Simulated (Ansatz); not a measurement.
# Au (Im-3m) in Ansatz: convergence with k mesh

Aim: find how far k mesh must go before the results for Au settle, at PBE. This setting moves, with any that are tied to it; all else stays.

Program: Ansatz 0.2.0. These are calculated values, not measurements. Logs are shortened: lines on timing, memory, paths and dates and some standing lists are left out, and cuts for length are marked.

## 1. The structure

It takes space group Im-3m (No. 229, cubic). Conventional cell: a = 3.315 Å, b = 3.315 Å, c = 3.315 Å, α = 90.00°, β = 90.00°, γ = 90.00°. Au (site symmetry m-3m) has 8 Au at 2.87 Å as nearest neighbours.

This isn't the form of Au at room conditions, which is fcc.

## 2. With k mesh 3 × 3 × 3

input.yaml

```yaml
crystal:
  lattice:
    - [-1.657269, 1.657269, 1.657269]
    - [1.657269, -1.657269, 1.657269]
    - [1.657269, 1.657269, -1.657269]
  atoms:
    - { symbol: Au, position: [0.0, 0.0, 0.0] }
hamiltonian:
  xc: pbe
  pseudopotentials: { kind: nc, accuracy: standard }
kpoints:
  mp_grid: { grid: [3, 3, 3] }
scf:
  occupations: { method: cold, width: 0.05 }
output:
  forces: true
  stress: true
  eigenvalues: true
```

Potentials or basis: PseudoDojo standard (PBE files).

Run with:

```sh
> ansatz run input.yaml --threads 2 --pin off --max-ram 5632MiB --backend cpu --events-out ev --progress --plain --runs-dir out
```

Log:

```text
Warning: RAYON_NUM_THREADS=2 ignored (pool sized by the plan → 2); use --threads N
Engine: ansatz 0.2.0, x86_64-unknown-linux-gnu
Pseudopotentials: kind: nc
Pseudopotential: Au, nc, valence charge 19, recommended cutoff 1034.032677 eV (normal), Au.nc.azcp (PseudoDojo's, or run here from an input of PseudoDojo's; its table is named by hamiltonian.pseudopotentials.accuracy)
Functional definition: PBE
  parameter kappa = 0.804
  parameter beta = 0.06672455060314922
  exchange = pbe_x(kappa = kappa, mu = beta*pi^2/3)
  correlation = pbe_c(beta = beta)
Crystal: 1 atoms, lattice volume = 18.207 Å³
Basis set: ecut = 1034.032677 eV, 1409 PW (Γ), exchange–correlation on 64×64×64 points (8 copies of the dense FFT grid, shifted against one another)
Bands: 14, of which v1, the nominal top of the filled ones, is band 10 counted from 1 (9 counted from 0)
Symmetry: 48 space group operations
Space group: Im-3m (ITA 229), of the structure as read, at distance tolerance 2.6e-5 Å
k-points: 4 of 27
Non-local potential: Au, projectors of the file, l = 0: 2, l = 1: 2, l = 2: 2, l = 3: 1
Initial density: superposition of atomic densities (chi_scale 0.1, normalization cell)
Initial wavefunctions: pseudopotential atomic-orbital guess
Functional: x = pbe(κ = 0.804, μ = 0.2195149727645171), c = pbe(β = 0.06672455060314922)
SCF iter   1: F=—  HF=-4033.202748 eV  |F-HF|=—  |Δ(HF+E_count)|=         —  Δρ=6.06e-2  dr2=7.18e-1  ethr=3.10e-3  ⟨swp⟩=7.5  Hψ=396  notcnv=0
preconditioner: auto → none  [insulator: Δε(μ)=1.972 eV  Ē_g=15.230 eV  σ=0.050 eV  W_gap=0.92  n_scr=12 (ndim 8)  ℏωp=28.9 eV  f_vac=0.000  D(μ)=2.17/eV (n_scr^D=42)  ε∞_Penn≈4.6]
SCF iter   2: F=—  HF=-4033.005190 eV  |F-HF|=—  |Δ(HF+E_count)|=   1.98e-1  S|Δr|=    0.00e0  Δρ=2.37e-2  dr2=4.65e-2  ethr=3.10e-3  ⟨swp⟩=3.2  Hψ=138  notcnv=0  defer=1
SCF iter   3: F=—  HF=-4032.990864 eV  |F-HF|=—  |Δ(HF+E_count)|=   1.43e-2  S|Δr|=    0.00e0  Δρ=7.92e-3  dr2=4.98e-3  ethr=2.45e-4  ⟨swp⟩=3.5  Hψ=132  notcnv=0  defer=1
SCF iter   4: F=—  HF=-4032.990416 eV  |F-HF|=—  |Δ(HF+E_count)|=   4.48e-4  S|Δr|=    0.00e0  Δρ=1.16e-3  dr2=9.23e-5  ethr=2.62e-5  ⟨swp⟩=2.0  Hψ=93  notcnv=0  defer=1
SCF iter   5: F=—  HF=-4032.990442 eV  |F-HF|=—  |Δ(HF+E_count)|=   2.57e-5  S|Δr|=    0.00e0  Δρ=6.61e-5  dr2=4.69e-7  ethr=4.86e-7  ⟨swp⟩=2.0  Hψ=92  notcnv=0  defer=1
SCF iter   6: F=-4032.990442 eV  HF=-4032.990442 eV  |F-HF|=2.25e-10  |Δ(HF+E_count)|=   3.21e-7  S|Δr|=    0.00e0  Δρ=7.19e-6  dr2=7.76e-10  ethr=5.26e-10  ⟨swp⟩=11.2  Hψ=382  notcnv=0
SCF 1 converged in 6 iterations: F = -4032.990442 eV  dr2 = 7.76e-10
SCF converged after 6 iterations
Stability not checked: this state was not tested for a lower state beside it, because cold or Methfessel-Paxton smearing, or corrected tetrahedra, fill the levels in a way that the test cannot read (fill_not_monotonic; see scf.lower_state_search)
Free energy (F): -4032.990442 eV
Harris-Foulkes:  -4032.990442 eV  (|F-HF|=2.25e-10)
Internal energy: -4032.988644 eV  (E = F + TS)
E sigma→0 (E₀):  -4032.989843 eV
Entropy (-TS):   -0.001798 eV (-1.798 meV/atom)
Fermi energy:    19.042616 eV
--- Per-component energies (eV) ---
  E_band       = -234.535956
  E_kinetic    = 1157.769135
  E_local      = -2440.591051  (includes V_loc(G=0)·N_el)
  E_nonlocal   = 67.988326
  E_hartree    = 744.542655
  E_xc         = -708.947743
  E_vxc        = -508.787508  (∫ρ·V_xc dr)
  E_ewald      = -2853.749966
  E_smearing   = -0.001798  (= −TS)
  E_closure    = 0.000000  (closes the sum)
  Σ components = -4032.990442   (vs F -4032.990442, Δ=0.00e0)
--- Forces (eV/Å), atoms counted from 1 ---
  atom   1  Au    -0.00000000     0.00000000    -0.00000000
  max |Σ_I F_I| component: 3.86e-31 eV/Å
--- Stress (GPa, compression-positive) ---
       -4.548530      -0.000000       0.000000
        0.000000      -4.548530      -0.000000
        0.000000      -0.000000      -4.548530
  P = ⅓ Tr σ = -4.5485 GPa (-45.485 kbar)
--- Band table (eV) ---
  k-point 0: bands = ["-86.4033", "-37.6773", "-37.6773", "-37.6773", "9.7406", "14.4589", "14.4589", "14.4589", "16.1906", "16.1906", "35.3670", "35.3670", "35.3670", "42.0930"]
  k-point 1: bands = ["-86.3962", "-37.8076", "-37.7255", "-37.6756", "12.1758", "13.7036", "15.3959", "16.0343", "16.3024", "16.6208", "27.1249", "32.4121", "34.5619", "38.8799"]
  k-point 2: bands = ["-86.3927", "-37.7986", "-37.7986", "-37.6997", "13.2076", "14.3326", "14.3326", "16.3605", "16.3605", "22.0826", "24.2252", "24.2252", "32.8851", "39.3999"]
  k-point 3: bands = ["-86.3901", "-37.7932", "-37.7768", "-37.7768", "13.4364", "13.4634", "15.8023", "15.8023", "16.4644", "19.0766", "28.8647", "28.8647", "30.4148", "34.0328"]
```

Run time: 0.55 s. Hardware: 2 threads of Intel Xeon at 2.50GHz (Skylake/Cascade Lake), shared host; peak memory 0.26 GiB.

Results:

| Property | Result |
| --- | --- |
| Free energy | -4032.9904 eV |
| Pressure | -4.5 GPa |
| Band gap on the k mesh | none (metal or under the smearing width) |

## 3. With k mesh 4 × 4 × 4

input.yaml: that of step 2 with these lines changed.

```diff
@@ -11,3 +11,3 @@
 kpoints:
-  mp_grid: { grid: [3, 3, 3] }
+  mp_grid: { grid: [4, 4, 4] }
 scf:
```

Potentials or basis: PseudoDojo standard (PBE files).

Run with:

```sh
> ansatz run input.yaml --threads 2 --pin off --max-ram 5632MiB --backend cpu --events-out ev --progress --plain --runs-dir out
```

Run time: 0.85 s. Hardware: 2 threads of Intel Xeon at 2.50GHz (Skylake/Cascade Lake), shared host; peak memory 0.27 GiB.

Results:

```
Free energy            : -4032.4633 eV
Pressure               : -3.0 GPa
Band gap on the k mesh : none (metal or under the smearing width)
```

## 4. With k mesh 5 × 5 × 5

input.yaml: that of step 3 with these lines changed.

```diff
@@ -11,3 +11,3 @@
 kpoints:
-  mp_grid: { grid: [4, 4, 4] }
+  mp_grid: { grid: [5, 5, 5] }
 scf:
```

Run with:

```sh
> ansatz run input.yaml --threads 2 --pin off --max-ram 5632MiB --backend cpu --events-out ev --progress --plain --runs-dir out
```

Run time: 0.87 s. Hardware: 2 threads of Intel Xeon at 2.50GHz (Skylake/Cascade Lake), shared host; peak memory 0.27 GiB.

Results:

```yaml
Free_energy: -4032.6866 eV
Pressure: -1.3 GPa
Band_gap_on_the_k_mesh: none (metal or under the smearing width)
```

## 5. With k mesh 6 × 6 × 6

input.yaml: that of step 4 with these lines changed.

```diff
@@ -11,3 +11,3 @@
 kpoints:
-  mp_grid: { grid: [5, 5, 5] }
+  mp_grid: { grid: [6, 6, 6] }
 scf:
```

Run with:

```sh
> ansatz run input.yaml --threads 2 --pin off --max-ram 5632MiB --backend cpu --events-out ev --progress --plain --runs-dir out
```

Run time: 1.1 s. Hardware: 2 threads of Intel Xeon at 2.50GHz (Skylake/Cascade Lake), shared host; peak memory 0.28 GiB.

Results:

```
Free energy            : -4032.6021 eV
Pressure               : -1.8 GPa
Band gap on the k mesh : none (metal or under the smearing width)
```

## 6. With k mesh 8 × 8 × 8

input.yaml: that of step 5 with these lines changed.

```diff
@@ -11,3 +11,3 @@
 kpoints:
-  mp_grid: { grid: [6, 6, 6] }
+  mp_grid: { grid: [8, 8, 8] }
 scf:
```

Potentials or basis: PseudoDojo standard (PBE files).

Run with:

```sh
> ansatz run input.yaml --threads 2 --pin off --max-ram 5632MiB --backend cpu --events-out ev --progress --plain --runs-dir out
```

It took 1.4 s on 2 threads of Intel Xeon at 2.50GHz (Skylake/Cascade Lake), shared host; peak memory 0.29 GiB.

It converged, with:

| Quantity | Value |
| --- | --- |
| Free energy | -4032.6504 eV |
| Pressure | -1.6 GPa |
| Band gap on the k mesh | none (metal or under the smearing width) |

## 7. With k mesh 10 × 10 × 10

input.yaml: that of step 6 with these lines changed.

```diff
@@ -11,3 +11,3 @@
 kpoints:
-  mp_grid: { grid: [8, 8, 8] }
+  mp_grid: { grid: [10, 10, 10] }
 scf:
```

Run with:

```sh
> ansatz run input.yaml --threads 2 --pin off --max-ram 5632MiB --backend cpu --events-out ev --progress --plain --runs-dir out
```

Wall time 2.1 s (2 threads of Intel Xeon at 2.50GHz (Skylake/Cascade Lake), shared host); peak memory 0.31 GiB.

It converged, with:

- Free energy: -4032.6732 eV
- Pressure: -2.1 GPa
- Band gap on the k mesh: none (metal or under the smearing width)

## 8. With k mesh 13 × 13 × 13

input.yaml: that of step 7 with these lines changed.

```diff
@@ -11,3 +11,3 @@
 kpoints:
-  mp_grid: { grid: [10, 10, 10] }
+  mp_grid: { grid: [13, 13, 13] }
 scf:
```

Run with:

```sh
> ansatz run input.yaml --threads 2 --pin off --max-ram 5632MiB --backend cpu --events-out ev --progress --plain --runs-dir out
```

Wall time 3.4 s (2 threads of Intel Xeon at 2.50GHz (Skylake/Cascade Lake), shared host); peak memory 0.34 GiB.

It converged, with:

```
Free energy            : -4032.6889 eV
Pressure               : -1.5 GPa
Band gap on the k mesh : none (metal or under the smearing width)
```

## 9. With k mesh 15 × 15 × 15

input.yaml: that of step 8 with these lines changed.

```diff
@@ -11,3 +11,3 @@
 kpoints:
-  mp_grid: { grid: [13, 13, 13] }
+  mp_grid: { grid: [15, 15, 15] }
 scf:
```

Potentials or basis: PseudoDojo standard (PBE files).

Run with:

```sh
> ansatz run input.yaml --threads 2 --pin off --max-ram 5632MiB --backend cpu --events-out ev --progress --plain --runs-dir out
```

Wall time 5 s (2 threads of Intel Xeon at 2.50GHz (Skylake/Cascade Lake), shared host); peak memory 0.36 GiB.

Results (log left out):

```yaml
Free_energy: -4032.6913 eV
Pressure: -1.6 GPa
Band_gap_on_the_k_mesh: none (metal or under the smearing width)
```

## 10. With k mesh 18 × 18 × 18

input.yaml: that of step 9 with these lines changed.

```diff
@@ -11,3 +11,3 @@
 kpoints:
-  mp_grid: { grid: [15, 15, 15] }
+  mp_grid: { grid: [18, 18, 18] }
 scf:
```

Run with:

```sh
> ansatz run input.yaml --threads 2 --pin off --max-ram 5632MiB --backend cpu --events-out ev --progress --plain --runs-dir out
```

It took 8.6 s on 2 threads of Intel Xeon at 2.50GHz (Skylake/Cascade Lake), shared host; peak memory 0.4 GiB.

It converged, with:

```yaml
Free_energy: -4032.6932 eV
Pressure: -2.0 GPa
Band_gap_on_the_k_mesh: none (metal or under the smearing width)
```

## 11. The series at a glance

```
      k mesh  energy less the tightest run, at zero smearing (meV/atom)  pressure (GPa)  SCF cycles  CPU time (s)  peak memory (GiB)
   3 × 3 × 3                                                    -296.65           -4.55           6          0.83               0.26
   4 × 4 × 4                                                     231.96           -3.02           7           1.4               0.27
   5 × 5 × 5                                                       7.65           -1.33           6           1.4               0.27
   6 × 6 × 6                                                      92.06           -1.77           6           1.7               0.28
   8 × 8 × 8                                                      43.33           -1.56           6           2.5               0.29
10 × 10 × 10                                                      20.29           -2.14           6           3.9               0.31
13 × 13 × 13                                                       4.55           -1.46           6           6.4               0.34
15 × 15 × 15                                                       1.95           -1.58           7           9.4               0.36
18 × 18 × 18                                                       0.00           -1.97           6            17                0.4
```

Not settled before the last step: the energy (to 1 meV/atom), the pressure (to 0.1 GPa). Meshes of other sizes hit other points, so gaps and Fermi surfaces needn't settle smoothly. The tightest run that finished is the yardstick and may itself not be fully converged.
